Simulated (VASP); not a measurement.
# Li15O8 (a cell with a defect) in VASP: further runs, part 2 of 2

VASP 6.6.1. The steps go on from the part before.

## 3. Single point, PBE

INCAR reads:

```
SYSTEM = Li15O8
PREC     = Accurate       ! precision mode
ENCUT    = 520            ! plane-wave cutoff, eV
EDIFF    = 1E-6           ! SCF threshold, eV
ISMEAR   = 0              ! smearing method
SIGMA    = 0.02           ! smearing width, eV
LREAL    = Auto         
LASPH    = .True.         ! aspherical terms in the spheres
NELM     = 100            ! most SCF steps
ALGO     = Fast           ! electronic algorithm
ISIF     = 2              ! what is computed and relaxed
LWAVE    = .False.        ! write WAVECAR
LCHARG   = .False.        ! write CHGCAR
GGA      = PE             ! functional
NBANDS   = 64             ! bands
NELECT   = 94.0
```

KPOINTS reads:

```
Automatic mesh
0
Gamma
  2 2 2
  0 0 0
```

POSCAR reads:

```
Li15O8
1.0
    0.0000000000      4.6260507768      4.6260507768
    4.6260507768      0.0000000000      4.6260507768
    4.6260507768      4.6260507768      0.0000000000
Li O
15 8
Direct
    0.1803576182      0.1803576182      0.0696424479
    0.1249331293      0.1249331293      0.6250666366
    0.1413502643      0.6099395869      0.1071876475
    0.1413504805      0.6099395869      0.6415224655
    0.6099395869      0.1413502643      0.1071876475
    0.6099395869      0.1413504805      0.6415224655
    0.6246230617      0.6246230617      0.1253771366
    0.6044173821      0.6044173821      0.6455825161
    0.3762485723      0.3762485723      0.3737516260
    0.3746081882      0.8717538338      0.3718157415
    0.3746082963      0.8717539419      0.8818221409
    0.8717538338      0.3746081882      0.3718157415
    0.8717539419      0.3746082963      0.8818221409
    0.8831764278      0.8831764278      0.3668236865
    0.8738514113      0.8738514113      0.8761484029
    0.5119392575     -0.0168234210      0.0024420398
    0.4958710163      0.0011176920      0.5015056280
    0.5036319557      0.5036321719      0.0077467805
    0.5036320638      0.5036320638      0.4849891642
    0.0021931234      0.0021931234     -0.0076703654
    0.0021931234      0.0021931234      0.5032840348
   -0.0168234210      0.5119392575      0.0024420398
    0.0011176920      0.4958710163      0.5015056280
```

Potentials or basis: VASP PAW PBE potentials, release 64 (Li_sv, O).

Launch:

```
$ cat potpaw_PBE.64/Li_sv/POTCAR potpaw_PBE.64/O/POTCAR > POTCAR
$ mpirun -np 1 vasp_std > vasp.out
```

Wall time 4.9 min (1 thread of Intel Xeon Platinum 8259CL at 2.50GHz (Skylake/Cascade Lake), shared host); peak memory 0.35 GiB.

The run converged. Its results:

| Quantity | Value |
| --- | --- |
| Free energy | -108.2608 eV |
| Largest force | 0.379 eV/Å |
| Band gap on the k mesh | 4.93 eV, direct |

Forces on the atoms (eV/Å):
```
Li   0.000  0.000 -0.379
Li   0.000  0.000  0.023
Li  -0.039  0.008 -0.002
Li  -0.008  0.039 -0.002
Li   0.008 -0.039 -0.002
Li   0.039 -0.008 -0.002
Li   0.000  0.000  0.035
Li   0.000  0.000  0.016
Li   0.000  0.000  0.018
Li   0.004  0.036  0.029
Li  -0.036 -0.004  0.029
Li   0.036  0.004  0.029
Li  -0.004 -0.036  0.029
Li   0.000  0.000 -0.026
Li   0.000  0.000  0.006
O    0.014 -0.014  0.014
O    0.003 -0.003  0.015
O   -0.004 -0.004  0.034
O    0.004  0.004  0.034
O    0.027  0.027  0.037
O   -0.027 -0.027  0.037
O   -0.014  0.014  0.014
O   -0.003  0.003  0.015
```

Levels at points of the mesh, in eV from the valence-band top:
| k point | band 43 | band 44 | band 45 | band 46 | band 47 | band 48 | band 49 | band 50 | band 51 | band 52 |
| --- | --- | --- | --- | --- | --- | --- | --- | --- | --- | --- |
| (0.00, 0.00, 0.00) | -0.37 | -0.31 | -0.06 | -0.01 | 0.00 | 4.93 | 4.99 | 5.06 | 5.09 | 8.28 |
| (0.50, 0.00, 0.00) | -0.75 | -0.27 | -0.24 | -0.17 | -0.15 | 6.30 | 6.47 | 6.51 | 6.71 | 6.77 |
| (0.00, 0.00, 0.50) | -0.76 | -0.35 | -0.24 | -0.20 | -0.17 | 6.29 | 6.43 | 6.54 | 6.76 | 6.76 |
| (0.50, 0.50, 0.00) | -0.59 | -0.54 | -0.46 | -0.44 | -0.31 | 5.94 | 6.06 | 6.90 | 7.16 | 7.50 |
| (0.00, 0.50, 0.50) | -0.56 | -0.52 | -0.41 | -0.39 | -0.34 | 5.89 | 6.02 | 7.03 | 7.14 | 7.56 |

Caveat: the k mesh is coarse (spacing up to 0.59 Å⁻¹), so the values aren't converged; the cell carries a net charge on a neutralising background, which shifts energy and pressure; the cell is charged against a uniform background, so pressure and absolute levels hang on convention; the cutoff is under 1.25 times the usual one of these potentials, so pressure, stress and relaxed cells hold a basis-set (Pulay) error.

## 4. Single point, PBE

INCAR reads:

```
SYSTEM = Li15O8
  PREC = Accurate
  ENCUT = 520
  EDIFF = 1E-6
  ISMEAR = 0
  SIGMA = 0.02
  LREAL = Auto
  LASPH = .True.
  NELM = 100
  ALGO = Fast
  ISIF = 2
  LWAVE = .False.
  LCHARG = .False.
  GGA = PE
  NBANDS = 64
  NELECT = 94.0
```

KPOINTS is that of step 3.

POSCAR reads:

```
Li15O8
1.0
    0.0000000000      4.6260507768      4.6260507768
    4.6260507768      0.0000000000      4.6260507768
    4.6260507768      4.6260507768      0.0000000000
Li O
15 8
Direct
    0.2149165774      0.2149165774      0.0350834887
    0.1246472483      0.1246472483      0.6253525176
    0.1368102147      0.6164087118      0.1098239134
    0.1368104309      0.6164087118      0.6369571244
    0.6164087118      0.1368102147      0.1098239134
    0.6164087118      0.1368104309      0.6369571244
    0.6245556176      0.6245556176      0.1254445807
    0.6065499787      0.6065499787      0.6434499195
    0.3756595169      0.3756595169      0.3743406814
    0.3708205082      0.8741074612      0.3698503502
    0.3708205082      0.8741076774      0.8852214767
    0.8741074612      0.3708205082      0.3698503502
    0.8741076774      0.3708205082      0.8852214767
    0.8877808952      0.8877808952      0.3622192191
    0.8748528054      0.8748528054      0.8751470088
    0.5169717358     -0.0183358342      0.0006821153
    0.4966846692      0.0015621316      0.5008765817
    0.5023287923      0.5023287923      0.0087937859
    0.5023287923      0.5023287923      0.4865485937
    0.0007680417      0.0007680417     -0.0087273145
    0.0007679336      0.0007679336      0.5071912552
   -0.0183358342      0.5169717358      0.0006821153
    0.0015621316      0.4966846692      0.5008765817
```

Launch:

```
$ cat potpaw_PBE.64/Li_sv/POTCAR potpaw_PBE.64/O/POTCAR > POTCAR
$ mpirun -np 1 vasp_std > vasp.out
```

Run time: 4.6 min. Hardware: 1 thread of Intel Xeon Platinum 8259CL at 2.50GHz (Skylake/Cascade Lake), shared host; peak memory 0.35 GiB.

It converged, with:

```yaml
Free_energy: -108.1155 eV
Largest_force: 0.360 eV/Å
Band_gap_on_the_k_mesh: 4.81 eV, direct
```

Forces in eV/Å, atoms in the order of the input:
```
Li   0.000  0.000 -0.360
Li   0.000  0.000  0.031
Li  -0.025  0.007 -0.002
Li  -0.007  0.025 -0.002
Li   0.007 -0.025 -0.002
Li   0.025 -0.007 -0.002
Li   0.000  0.000  0.036
Li   0.000  0.000 -0.001
Li   0.000  0.000  0.015
Li   0.000  0.045  0.021
Li  -0.045  0.000  0.021
Li   0.045  0.000  0.021
Li   0.000 -0.045  0.021
Li   0.000  0.000 -0.014
Li   0.000  0.000  0.004
O    0.000  0.000  0.025
O    0.004 -0.004  0.011
O   -0.001 -0.001  0.036
O    0.001  0.001  0.036
O    0.026  0.026  0.035
O   -0.026 -0.026  0.035
O    0.000  0.000  0.025
O   -0.004  0.004  0.011
```

Levels at points of the mesh, in eV from the valence-band top:
| k point | band 45 | band 46 | band 47 | band 48 | band 49 | band 50 |
| --- | --- | --- | --- | --- | --- | --- |
| (0.00, 0.00, 0.00) | -0.08 | -0.01 | 0.00 | 4.81 | 4.92 | 5.08 |
| (0.50, 0.00, 0.00) | -0.24 | -0.16 | -0.14 | 6.18 | 6.30 | 6.45 |
| (0.00, 0.00, 0.50) | -0.22 | -0.20 | -0.18 | 6.11 | 6.30 | 6.49 |
| (0.50, 0.50, 0.00) | -0.47 | -0.45 | -0.29 | 5.93 | 6.04 | 6.66 |
| (0.00, 0.50, 0.50) | -0.43 | -0.40 | -0.31 | 5.82 | 5.94 | 6.96 |

Caveat: the k mesh is coarse (spacing up to 0.59 Å⁻¹), so the values aren't converged; the cell carries a net charge on a neutralising background, which shifts energy and pressure; the cell is charged against a uniform background, so pressure and absolute levels hang on convention; the cutoff is under 1.25 times the usual one of these potentials, so pressure, stress and relaxed cells hold a basis-set (Pulay) error.

## 5. Single point, PBE

INCAR reads:

```
PREC = Accurate
ENCUT = 520
EDIFF = 1E-6
ISMEAR = 0
SIGMA = 0.02
LREAL = Auto
LASPH = True
NELM = 100
ALGO = Fast
ISIF = 2
LWAVE = False
LCHARG = False
GGA = PE
NELECT = 94.0
NBANDS = 64
```

KPOINTS reads:

```
Automatic mesh
0
Gamma
  2 2 2
```

POSCAR reads:

```
Li15O8
1.0
    0.0000000000      4.6260507768      4.6260507768
    4.6260507768      0.0000000000      4.6260507768
    4.6260507768      4.6260507768      0.0000000000
Li O
15 8
Direct
    0.2500000661      0.2500000661      0.0000000000
    0.1245217633      0.1245217633      0.6254782188
    0.1328835393      0.6218587168      0.1120966944
    0.1328836473      0.6218588249      0.6331609058
    0.6218587168      0.1328835393      0.1120966944
    0.6218588249      0.1328836473      0.6331609058
    0.6246605667      0.6246605667      0.1253394154
    0.6090321174      0.6090321174      0.6409677807
    0.3754782608      0.3754782608      0.3745219375
    0.3671163768      0.8781412475      0.3668390344
    0.3671164849      0.8781413556      0.8879032458
    0.8781412475      0.3671163768      0.3668390344
    0.8781413556      0.3671164849      0.8879032458
    0.8909678468      0.8909678468      0.3590322675
    0.8753393976      0.8753393976      0.8746606328
    0.5190756902     -0.0190755580     -0.0000001081
    0.4975892205      0.0024106955      0.5000001322
    0.5008783111      0.5008783111      0.0090804235
    0.5008783111      0.5008783111      0.4891629187
   -0.0008783950     -0.0008783950     -0.0090804235
   -0.0008783950     -0.0008783950      0.5108371296
   -0.0190755580      0.5190756902     -0.0000001081
    0.0024108036      0.4975893286      0.5000000241
```

Potentials or basis: VASP PAW PBE potentials, release 64 (Li_sv, O).

Launch:

```
$ cat potpaw_PBE.64/Li_sv/POTCAR potpaw_PBE.64/O/POTCAR > POTCAR
$ mpirun -np 1 vasp_std > vasp.out
```

OUTCAR:

```text
PREC = Accurate
   ENCUT = 520
   EDIFF = 1E-6
   ISMEAR = 0
   LREAL = Auto
   LASPH = True
   NELM = 100
   ISIF = 2
   GGA = PE
   NELECT = 94.0

 ion  position               nearest neighbor table
   1  0.250  0.250  0.000-  16 1.76  22 1.76   3 2.53   5 2.53  10 2.53  12 2.53  11 2.53  13 2.53
                             4 2.53   6 2.53
   2  0.125  0.125  0.625-  20 1.95  21 1.95  17 1.99  23 1.99  15 2.31   9 2.32  12 2.34  10 2.34
                            13 2.34  11 2.34
   3  0.133  0.622  0.112-  22 1.97  18 1.97  20 2.02  23 2.07  11 2.27  15 2.29   9 2.34  12 2.36
                            14 2.39   1 2.53
   4  0.133  0.622  0.633-  22 1.97  19 1.97  21 2.02  23 2.07  10 2.27  15 2.29   9 2.34  13 2.36
                            14 2.39   1 2.53
   5  0.622  0.133  0.112-  16 1.97  18 1.97  20 2.02  17 2.07  13 2.27  15 2.29   9 2.34  10 2.36
                            14 2.39   1 2.53
   6  0.622  0.133  0.633-  16 1.97  19 1.97  21 2.02  17 2.07  12 2.27  15 2.29   9 2.34  11 2.36
                            14 2.39   1 2.53
   7  0.625  0.625  0.125-  16 1.90  22 1.90  18 1.94  19 1.94  11 2.29  13 2.29  12 2.29  10 2.29
                             9 2.31  15 2.32
[... 247 lines left out ...]
      3     -41.9700      2.00000
      4     -41.9301      2.00000
      5     -41.9292      2.00000
      6     -41.9148      2.00000
[... 299 lines left out ...]
     58      11.4359      0.00000
     59      11.7245      0.00000
 [bands above 59 left out]

------------------------ aborting loop because EDIFF is reached ----------------------------------------

  FORCE on cell =-STRESS in cart. coord.  units (eV):
  Direction    XX          YY          ZZ          XY          YZ          ZX
  --------------------------------------------------------------------------------------
  -------------------------------------------------------------------------------------
  Total        6.7594341      6.7594341      5.0589904     -0.4471620      0.0000000      0.0000000
  in kB       54.6965252     54.6965252     40.9367400     -3.6183811      0.0000000      0.0000000
  external PRESSURE =      50.1099301 kB  Pullay stress =       0.0000000 kB

 VOLUME and BASIS-vectors are now :
 -----------------------------------------------------------------------------
  energy-cutoff  :      520.00
  volume of cell :      198.00
      direct lattice vectors                 reciprocal lattice vectors
     0.000000000  4.626050777  4.626050777    -0.108083552  0.108083552  0.108083552
     4.626050777  0.000000000  4.626050777     0.108083552 -0.108083552  0.108083552
     4.626050777  4.626050777  0.000000000     0.108083552  0.108083552 -0.108083552

 POSITION                                       TOTAL-FORCE (eV/Angst)
 -----------------------------------------------------------------------------------
      1.15651      1.15651      2.31303        -0.000000     -0.000000      0.000000
      3.46954      3.46954      1.15209        -0.000000     -0.000000      0.008742
      3.39532      1.13329      3.49148         0.016406     -0.000175     -0.006605
      5.80579      3.54376      3.49148         0.000175     -0.016406     -0.006605
      1.13329      3.39532      3.49148        -0.000175      0.016406     -0.006605
      3.54376      5.80579      3.49148        -0.016406      0.000175     -0.006605
[... 15 lines left out ...]
      7.02732      9.16386      6.93908         0.015223     -0.015223      0.000000
      4.61490      2.32418      2.31303        -0.005099      0.005099      0.000000
 -----------------------------------------------------------------------------------
    total drift:                               -0.004434     -0.004434     -0.008141

  FREE ENERGIE OF THE ION-ELECTRON SYSTEM (eV)
  ---------------------------------------------------
  free  energy   TOTEN  =      -108.0446412651 eV

  energy  without entropy=     -108.0446412651  energy(sigma->0) =     -108.04464127
```

Wall time 4.5 min (1 thread of Intel Xeon Platinum 8259CL at 2.50GHz (Skylake/Cascade Lake), shared host); peak memory 0.35 GiB.

What came out:

```
Free energy            : -108.0446 eV
Largest force          : 0.022 eV/Å
Band gap on the k mesh : 4.76 eV, direct
```

Forces on the atoms (eV/Å):
```
Li   0.000  0.000  0.000
Li   0.000  0.000  0.009
Li   0.016  0.000 -0.007
Li   0.000 -0.016 -0.007
Li   0.000  0.016 -0.007
Li  -0.016  0.000 -0.007
Li   0.000  0.000  0.022
Li   0.000  0.000  0.001
Li   0.000  0.000 -0.009
Li   0.000  0.016  0.007
Li  -0.016  0.000  0.007
Li   0.016  0.000  0.007
Li   0.000 -0.016  0.007
Li   0.000  0.000 -0.001
Li   0.000  0.000 -0.022
O   -0.015  0.015  0.000
O    0.005 -0.005  0.000
O   -0.011 -0.011  0.002
O    0.011  0.011  0.002
O    0.011  0.011 -0.002
O   -0.011 -0.011 -0.002
O    0.015 -0.015  0.000
O   -0.005  0.005  0.000
```

Levels at points of the mesh, in eV from the valence-band top:
| k point | band 43 | band 44 | band 45 | band 46 | band 47 | band 48 | band 49 | band 50 | band 51 | band 52 |
| --- | --- | --- | --- | --- | --- | --- | --- | --- | --- | --- |
| (0.00, 0.00, 0.00) | -0.39 | -0.27 | -0.09 | -0.01 | 0.00 | 4.76 | 4.89 | 5.09 | 5.22 | 7.80 |
| (0.50, 0.00, 0.00) | -0.70 | -0.29 | -0.23 | -0.15 | -0.14 | 6.12 | 6.22 | 6.44 | 6.75 | 6.90 |
| (0.00, 0.00, 0.50) | -0.72 | -0.49 | -0.21 | -0.20 | -0.19 | 6.03 | 6.24 | 6.49 | 6.80 | 6.88 |
| (0.50, 0.50, 0.00) | -0.67 | -0.50 | -0.48 | -0.46 | -0.28 | 5.92 | 6.04 | 6.57 | 7.19 | 7.36 |
| (0.00, 0.50, 0.50) | -0.50 | -0.48 | -0.47 | -0.40 | -0.28 | 5.79 | 5.89 | 6.93 | 7.21 | 7.46 |

Caveat: the k mesh is coarse (spacing up to 0.59 Å⁻¹), so the values aren't converged; the cell carries a net charge on a neutralising background, which shifts energy and pressure; the cell is charged against a uniform background, so pressure and absolute levels hang on convention; the cutoff is under 1.25 times the usual one of these potentials, so pressure, stress and relaxed cells hold a basis-set (Pulay) error.

## 6. Single point, PBE

INCAR reads:

```
SYSTEM = Li15O8
PREC = Accurate
ENCUT = 520
EDIFF = 1E-7
ISMEAR = 0
SIGMA = 0.02
LREAL = Auto
LASPH = .TRUE.
NELM = 100
ALGO = Normal
ISIF = 2
LWAVE = .FALSE.
LCHARG = .FALSE.
GGA = PE
NBANDS = 64
NELECT = 94.0
```

KPOINTS reads:

```
regular mesh
0
G
  2 2 2
  0 0 0
```

POSCAR reads:

```
Li15O8
1.0
    0.0000000000      4.6260507768      4.6260507768
    4.6260507768      0.0000000000      4.6260507768
    4.6260507768      4.6260507768      0.0000000000
Li O
15 8
Direct
    0.2850836629      0.2850834467     -0.0350835968
    0.1243405072      0.1243405072      0.6256592588
    0.1291795159      0.6258923950      0.1147784634
    0.1291797321      0.6258923950      0.6301495899
    0.6258922869      0.1291796240      0.1147783554
    0.6258923950      0.1291797321      0.6301495899
    0.6251471589      0.6251471589      0.1248530394
    0.6122188529      0.6122188529      0.6377810453
    0.3753528839      0.3753528839      0.3746473144
    0.3631895933      0.8835913606      0.3630428158
    0.3631898094      0.8835913606      0.8901760267
    0.8835913606      0.3631895933      0.3630428158
    0.8835913606      0.3631898094      0.8901760267
    0.8934499856      0.8934499856      0.3565501287
    0.8754442386      0.8754442386      0.8745555756
    0.5183357502     -0.0169716036     -0.0006821153
    0.4984378925      0.0033153549      0.4991233584
    0.4992319824      0.4992319824      0.0087272064
    0.4992319824      0.4992319824      0.4928087931
   -0.0023288763     -0.0023288763     -0.0087937859
   -0.0023288763     -0.0023288763      0.5134514545
   -0.0169716036      0.5183357502     -0.0006821153
    0.0033153549      0.4984378925      0.4991233584
```

Potentials or basis: VASP PAW PBE potentials, release 64 (Li_sv, O).

Launch:

```
$ cat potpaw_PBE.64/Li_sv/POTCAR potpaw_PBE.64/O/POTCAR > POTCAR
$ mpirun -np 1 vasp_std > vasp.out
```

Wall time 2.8 min (1 thread of Intel Xeon Platinum 8259CL at 2.50GHz (Skylake/Cascade Lake), shared host); peak memory 0.33 GiB.

It converged, with:

| Item | Value |
| --- | --- |
| Free energy | -108.1155 eV |
| Largest force | 0.360 eV/Å |
| Band gap on the k mesh | 4.81 eV, direct |

Forces on the atoms (eV/Å):
```
Li   0.000  0.000  0.360
Li   0.000  0.000 -0.014
Li   0.045  0.000 -0.021
Li   0.000 -0.045 -0.021
Li   0.000  0.045 -0.021
Li  -0.045  0.000 -0.021
Li   0.000  0.000 -0.004
Li   0.000  0.000  0.013
Li   0.000  0.000 -0.031
Li   0.008 -0.025  0.002
Li   0.025 -0.008  0.002
Li  -0.025  0.008  0.002
Li  -0.008  0.025  0.002
Li   0.000  0.000  0.001
Li   0.000  0.000 -0.036
O    0.000  0.000 -0.026
O    0.004 -0.004 -0.011
O   -0.026 -0.026 -0.035
O    0.026  0.026 -0.035
O    0.001  0.001 -0.036
O   -0.001 -0.001 -0.036
O    0.000  0.000 -0.026
O   -0.004  0.004 -0.011
```

Levels at points of the mesh, in eV from the valence-band top:
| k point | band 44 | band 45 | band 46 | band 47 | band 48 | band 49 | band 50 | band 51 |
| --- | --- | --- | --- | --- | --- | --- | --- | --- |
| (0.00, 0.00, 0.00) | -0.28 | -0.08 | -0.01 | 0.00 | 4.81 | 4.92 | 5.08 | 5.17 |
| (0.50, 0.00, 0.00) | -0.28 | -0.24 | -0.16 | -0.14 | 6.18 | 6.30 | 6.45 | 6.74 |
| (0.00, 0.00, 0.50) | -0.46 | -0.22 | -0.20 | -0.18 | 6.11 | 6.30 | 6.49 | 6.79 |
| (0.50, 0.50, 0.00) | -0.52 | -0.47 | -0.45 | -0.29 | 5.93 | 6.04 | 6.66 | 7.18 |
| (0.00, 0.50, 0.50) | -0.50 | -0.43 | -0.40 | -0.31 | 5.82 | 5.94 | 6.96 | 7.17 |

Caveat: the k mesh is coarse (spacing up to 0.59 Å⁻¹), so the values aren't converged; the cell carries a net charge on a neutralising background, which shifts energy and pressure; the cell is charged against a uniform background, so pressure and absolute levels hang on convention; the cutoff is under 1.25 times the usual one of these potentials, so pressure, stress and relaxed cells hold a basis-set (Pulay) error. Expect the measured gap to be larger: semilocal functionals such as PBE lack the derivative discontinuity.
